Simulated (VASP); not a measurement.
# Ni (Fm-3m) in VASP: settings compared

One crystal, Ni, is run at these levels: PBEsol, PBE+D3(BJ); tasks: relaxation of cell and atoms.

All numbers are computed with VASP 6.6.1; they aren't measurements. Logs are shortened: lines on timing, memory, paths and dates and some standing lists are left out, and cuts for length are marked.

**1. The structure**

The structure is cubic, space group Fm-3m (No. 225). The conventional cell has a = 3.524 Å, b = 3.524 Å, c = 3.524 Å, α = 90.00°, β = 90.00°, γ = 90.00°. Ni (site symmetry m-3m) is surrounded by 12 Ni at 2.49 Å.

**2. Relaxation of cell and atoms, PBEsol, collinear spin, ferromagnetic start**

INCAR reads:

```
PREC = Accurate
ENCUT = 600
EDIFF = 1E-6
ISMEAR = 1
SIGMA = 0.1
LREAL = F
LASPH = T
NELM = 150
ALGO = Normal
ISIF = 3
LWAVE = F
LCHARG = F
ISPIN = 2
MAGMOM = 0.7
LORBIT = 11
LMAXMIX = 4
GGA = PS
IBRION = 2
NSW = 90
EDIFFG = -0.01
AMIX = 0.2
BMIX = 1E-4
AMIX_MAG = 0.8
BMIX_MAG = 1E-4
```

KPOINTS reads:

```
regular mesh
0
Gamma
  22 22 22
```

POSCAR reads:

```
Ni
1.0
    0.0000000000      1.7619350000      1.7619350000
    1.7619350000      0.0000000000      1.7619350000
    1.7619350000      1.7619350000      0.0000000000
Ni
1
Direct
    0.0000000000      0.0000000000      0.0000000000
```

Potentials or basis: VASP PAW PBE potentials, release 64 (Ni).

The run is started by

```sh
> cat potpaw_PBE.64/Ni/POTCAR > POTCAR
> mpirun -np 1 vasp_std > vasp.out
```

OUTCAR:

```text
PREC = Accurate
   ENCUT = 600
   EDIFF = 1E-6
   ISMEAR = 1
   LREAL = F
   LASPH = T
   NELM = 150
   ISIF = 3
   ISPIN = 2
   LORBIT = 11
   GGA = PS
   IBRION = 2
   NSW = 90
   EDIFFG = -0.01
   AMIX = 0.2
   AMIX_MAG = 0.8

 ion  position               nearest neighbor table
   1  0.000  0.000  0.000-

  LATTYP: Found a face centered cubic cell.
 ALAT       =     3.5238700000

  Lattice vectors:

 A1 = (   0.0000000000,   1.7619350000,   1.7619350000)
 A2 = (   1.7619350000,   0.0000000000,   1.7619350000)
 A3 = (   1.7619350000,   1.7619350000,   0.0000000000)

Analysis of symmetry for initial positions (statically):
=====================================================================
 Subroutine PRICEL returns:
 Original cell was already a primitive cell.

 Routine SETGRP: Setting up the symmetry group for a
 face centered cubic supercell.

 Subroutine GETGRP returns: Found 48 space group operations
 (whereof 48 operations were pure point group operations)
 out of a pool of 48 trial point group operations.

The static configuration has the point symmetry O_h .

Analysis of symmetry for dynamics (positions and initial velocities):
=====================================================================
 Subroutine PRICEL returns:
 Original cell was already a primitive cell.

 Routine SETGRP: Setting up the symmetry group for a
 face centered cubic supercell.

 Subroutine GETGRP returns: Found 48 space group operations
 (whereof 48 operations were pure point group operations)
 out of a pool of 48 trial point group operations.

The dynamic configuration has the point symmetry O_h .

Analysis of structural, dynamic, and magnetic symmetry:
=====================================================================
 Subroutine PRICEL returns:
 Original cell was already a primitive cell.

 Routine SETGRP: Setting up the symmetry group for a
 face centered cubic supercell.

 Subroutine GETGRP returns: Found 48 space group operations
 (whereof 48 operations were pure point group operations)
 out of a pool of 48 trial point group operations.

The overall configuration has the point symmetry O_h .

 Subroutine INISYM returns: Found 48 space group operations
 (whereof 48 operations are pure point group operations),
 and found     1 'primitive' translations

----------------------------------------------------------------------------------------

                                     Primitive cell

  volume of cell :      10.9396

  direct lattice vectors                    reciprocal lattice vectors
     0.000000000  1.761935000  1.761935000    -0.283778914  0.283778914  0.283778914
     1.761935000  0.000000000  1.761935000     0.283778914 -0.283778914  0.283778914
     1.761935000  1.761935000  0.000000000     0.283778914  0.283778914 -0.283778914

  length of vectors
     2.491752373  2.491752373  2.491752373     0.491519496  0.491519496  0.491519496

  position of ions in fractional coordinates (direct lattice)
     0.000000000  0.000000000  0.000000000

  ion indices of the primitive-cell ions
   primitive index   ion index
                 1           1

----------------------------------------------------------------------------------------

 KPOINTS: regular mesh

Automatic generation of k-mesh.
 Grid dimensions read from file:
 generate k-points for:   22   22   22

 Generating k-lattice:

  Cartesian coordinates                     Fractional coordinates (reciprocal lattice)
    -0.012899042  0.012899042  0.012899042     0.045454545  0.000000000  0.000000000
     0.012899042 -0.012899042  0.012899042     0.000000000  0.045454545  0.000000000
     0.012899042  0.012899042 -0.012899042     0.000000000  0.000000000  0.045454545

  Length of vectors
     0.022341795  0.022341795  0.022341795

  Shift w.r.t. Gamma in fractional coordinates (k-lattice)
     0.000000000  0.000000000  0.000000000

 Subroutine IBZKPT returns following result:
 ===========================================

 Found    328 irreducible k-points:

 Following reciprocal coordinates:
            Coordinates               Weight
  0.000000  0.000000  0.000000      1.000000
  0.045455  0.000000  0.000000      8.000000
  0.090909  0.000000  0.000000      8.000000
  0.136364  0.000000  0.000000      8.000000
  0.181818  0.000000  0.000000      8.000000
  0.227273  0.000000  0.000000      8.000000
[... 16 lines left out ...]
  0.500000  0.045455  0.000000     24.000000
 -0.454545  0.045455  0.000000     24.000000
 [... further k-points ...]
   k-points           NKPTS =    328   k-points in BZ     NKDIM =    328   number of bands    NBANDS=      9
   number of dos      NEDOS =    301   number of ions     NIONS =      1
   total plane-waves  NPLWV =   8000
   dimension x,y,z NGX =    20 NGY =   20 NGZ =   20
   dimension x,y,z NGXF=    40 NGYF=   40 NGZF=   40
   ions per type =               1
   NGX,Y,Z   is equivalent  to a cutoff of  13.34, 13.34, 13.34 a.u.
   NGXF,Y,Z  is equivalent  to a cutoff of  26.69, 26.69, 26.69 a.u.
 SYSTEM =  unknown system
   PREC   = accura    normal or accurate (medium, high low for compatibility)
   ISTART =      0    job   : 0-new  1-cont  2-samecut
   ICHARG =      2    charge: 1-file 2-atom 10-const
   ISPIN  =      2    spin polarized calculation?
   LNONCOLLINEAR =      F non collinear calculations
   LSORBIT =      F    spin-orbit coupling
   LASPH  =      T    aspherical Exc in radial PAW
   ENCUT  =  600.0 eV  44.10 Ry    6.64 a.u.   4.98  4.98  4.98*2*pi/ulx,y,z
   NELM   =    150;   NELMIN=  2; NELMDL= -5     # of ELM steps
   EDIFF  = 0.1E-05   stopping-criterion for ELM
   LREAL  =      F    real-space projection
   EDIFFG = -.1E-01   stopping-criterion for IOM
   NSW    =     90    number of steps for IOM
   IBRION =      2    ionic relax: 0-MD 1-quasi-New 2-CG
   NFREE  =      1    steps in history (QN), initial steepest desc. (CG)
   ISIF   =      3    stress and relaxation
   ISYM   =      2    0-nonsym 1-usesym 2-fastsym
   POTIM  = 0.5000    time-step for ionic-motion
   TEBEG  =    0.0;   TEEND  =   0.0 temperature during run
   PSTRESS=    0.0 pullay stress
   NELECT =      10.0000    total number of electrons
   NUPDOWN=      -1.0000    fix difference up-down
   EMIN   =  10.00;   EMAX   =-10.00  energy-range for DOS
   EFERMI =   0.00;   METHOD = LEGACY
   ISMEAR =     1;   SIGMA  =   0.10  broadening in eV -4-tet -1-fermi 0-gaus
   EFERMI_NEDOS =   21; number of points for ismear=-14 and -15
   IALGO  =     38    algorithm
   IMIX   =      4    mixing-type and parameters
     AMIX     =   0.20;   BMIX     =  0.00
     AMIX_MAG =   0.80;   BMIX_MAG =  0.00
  volume/ion in A,a.u.               =      10.94        73.82
  Fermi-wavevector in a.u.,A,eV,Ry     =   1.588821  3.002436 34.345893  2.524352
  Thomas-Fermi vector in A             =   2.687765
   LORBIT       =     11    0 simple, 1 ext, 2 COOP (PROOUT), +10 PAW based schemes
   GGA     = PS    functional components
   LHFCALC =     F    Hartree Fock is set to
   AEXX    =    0.0000 exact exchange contribution
   IVDW    =     0    specifies the selected vdW correction
   LEPSILON=     F    determine dielectric tensor
   LRPA    =     F    only Hartree local field effects (RPA)
 conjugate gradient relaxation of ions
 spin polarized calculation
 Methfessel and Paxton  Order N= 1 SIGMA  =   0.10
  energy-cutoff  :      600.00
  volume of cell :       10.94
 maximum number of plane-waves:       377
   NGX =  9   NGY =  9   NGZ =  9

--------------------------------------- Ionic step        1  -------------------------------------------

 number of electron      10.0000010 magnetization       0.6467431

 Free energy of the ion-electron system (eV)
  ---------------------------------------------------
  ext. energy  EPLUGINS =         0.00000000
  ---------------------------------------------------
  free energy    TOTEN  =        -6.11574423 eV

  energy without entropy =       -6.11639045  energy(sigma->0) =       -6.11595964

------------------------ aborting loop because EDIFF is reached ----------------------------------------

  FORCE on cell =-STRESS in cart. coord.  units (eV):
  Direction    XX          YY          ZZ          XY          YZ          ZX
  --------------------------------------------------------------------------------------
  -------------------------------------------------------------------------------------
  Total       -0.7314628     -0.7314628     -0.7314628     -0.0000000      0.0000000      0.0000000
  in kB     -107.1280476   -107.1280476   -107.1280476     -0.0000000      0.0000000      0.0000000
  external PRESSURE =    -107.1280476 kB  Pullay stress =       0.0000000 kB
[... 20 lines left out ...]
  energy  without entropy=       -6.1163904515  energy(sigma->0) =       -6.11595964

--------------------------------------- Ionic step        2  -------------------------------------------

 number of electron      10.0000000 magnetization       0.6332494

 E-fermi :  10.7235     XC(G=0): -14.0546

 val. band max:       10.7199358779   @ k =   0.4545   0.0909   0.0455
 cond. band min:      10.7251256849   @ k =   0.4545   0.4091   0.0000
 fundamental gap:      0.0051898070
 Fermi energy:        10.7235007454

 spin component 1

 k-point     1 :       0.0000    0.0000    0.0000
  band No.  band energies     occupation
      1       0.9124      1.00000
      2       7.9965      1.00000
      3       7.9965      1.00000
      4       7.9965      1.00000
      5       9.3502      1.00000
      6       9.3502      1.00000
      7      35.2700      0.00000
      8      39.9217      0.00000
      9      39.9217      0.00000
[... 600 lines left out ...]
  energy  without entropy=       -6.1120817981  energy(sigma->0) =       -6.11178091

--------------------------------------- Ionic step        3  -------------------------------------------

 number of electron       9.9999995 magnetization       0.6440691

 Free energy of the ion-electron system (eV)
  ---------------------------------------------------
  ext. energy  EPLUGINS =         0.00000000
  ---------------------------------------------------
  free energy    TOTEN  =        -6.13529334 eV

  energy without entropy =       -6.13596281  energy(sigma->0) =       -6.13551650

 E-fermi :   9.8722     XC(G=0): -13.7144

 val. band max:        9.8688592910   @ k =   0.3636   0.0909   0.0455
 cond. band min:       9.8777433910   @ k =  -0.4091   0.0455   0.0000
 fundamental gap:      0.0088840999
 Fermi energy:         9.8721570961

 spin component 1

 k-point     1 :       0.0000    0.0000    0.0000
  band No.  band energies     occupation
      1       0.4699      1.00000
      2       7.2961      1.00000
      3       7.2961      1.00000
      4       7.2961      1.00000
      5       8.5491      1.00000
      6       8.5491      1.00000
      7      33.9522      0.00000
      8      38.1570      0.00000
      9      38.1570      0.00000
[... 596 lines left out ...]
  FREE ENERGIE OF THE ION-ELECTRON SYSTEM (eV)
  ---------------------------------------------------
  free  energy   TOTEN  =        -6.1352933400 eV

  energy  without entropy=       -6.1359628146  energy(sigma->0) =       -6.13551650

 reached required accuracy - stopping structural energy minimisation

 total charge

# of ion       s       p       d       tot
------------------------------------------
    1        0.522   0.546   8.332   9.400

 magnetization (x)

# of ion       s       p       d       tot
------------------------------------------
    1       -0.006  -0.024   0.679   0.649
```

Run time: 67 s. Hardware: 1 thread of Intel Xeon 6975P-C (Granite Rapids), shared host; peak memory 0.2 GiB.

Results:

| Item | Value |
| --- | --- |
| Free energy | -6.1353 eV |
| Relaxed volume | 10.38 Å³/atom |
| Relaxed cell | a = 2.449 Å, b = 2.449 Å, c = 2.449 Å, α = 60.00°, β = 60.00°, γ = 60.00° |
| Space group after relaxing (to 0.05 Å) | Fm-3m (No. 225) |
| Energy gained by relaxing | 19.5 meV/atom |
| Ionic steps | 3 |
| Pressure after relaxing | -0.1 GPa |
| Band gap on the k mesh | none (metal or under the smearing width) |
| Net moment | 0.64 μB per cell |
| Site moments | Ni +0.65 μB |
| Valence electrons inside the program's atomic spheres | Ni 9.40 |

Step by step:
```csv
step,energy change (eV),largest force (eV/Å),pressure (GPa),volume (Å³)
1,0.0000,0.0000,-10.71,10.94
2,0.0041,0.0000,14.40,9.82
3,-0.0195,0.0000,-0.14,10.38
```

Final structure:
```
CELL_PARAMETERS angstrom
0.00000 1.73164 1.73164
1.73164 0.00000 1.73164
1.73164 1.73164 0.00000
ATOMIC_POSITIONS crystal
Ni 0.00000 0.00000 0.00000
```

Caveat: the PAW data sets were made with another functional, which shifts forces and pressure a little.

(Part 1 of 2 ends here.)
